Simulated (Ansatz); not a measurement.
Here is an Ansatz 0.2.0 calculation.

Contents of input.yaml:

```yaml
crystal:
  lattice:
    - [0.0, 2.3885, 2.3885]
    - [2.3885, 0.0, 2.3885]
    - [2.3885, 2.3885, 0.0]
  atoms:
    - { symbol: As, position: [0.75, 0.75, 0.75] }
    - { symbol: B, position: [0.0, 0.0, 0.0] }
hamiltonian:
  xc: pbe
  pseudopotentials: { kind: paw }
kpoints:
  mp_grid: { grid: [10, 10, 10] }
scf:
  occupations: { method: fermi_dirac, width: 0.05 }
output:
  forces: true
  stress: true
  write_density: true
  write_potential: true
  elf: true
  volumetric_format: npy
relax:
  f_tol: 0.01
  max_steps: 40
  cell: { stress_tol: 0.05 }
```

Potentials or basis: Ansatz PAW.

Run with:

```sh
$ ansatz run input.yaml --threads 2 --pin off --max-ram 5632MiB --backend cpu --events-out ev --progress --plain --runs-dir out
```

Question: Estimate the relaxed cell.

Answer: a = 3.400 Å, b = 3.400 Å, c = 3.400 Å, α = 60.00°, β = 60.00°, γ = 60.00°.

Question: Predict the space group after relaxing (to 0.05 Å).

Answer: F-43m (No. 216).

The path:
```
step  energy change (eV)  largest force (eV/Å)  volume (Å³)
   1              0.0000                0.0000        27.25
   2             -0.0041                0.0000        27.65
   3             -0.0044                0.0000        27.80
   4             -0.0047                0.0000        27.80
```

Caveat: the plane-wave basis is chosen anew once the cell has moved, so the energies of steps on either side of that aren't comparable. Zero-point motion and thermal expansion aren't in these numbers.
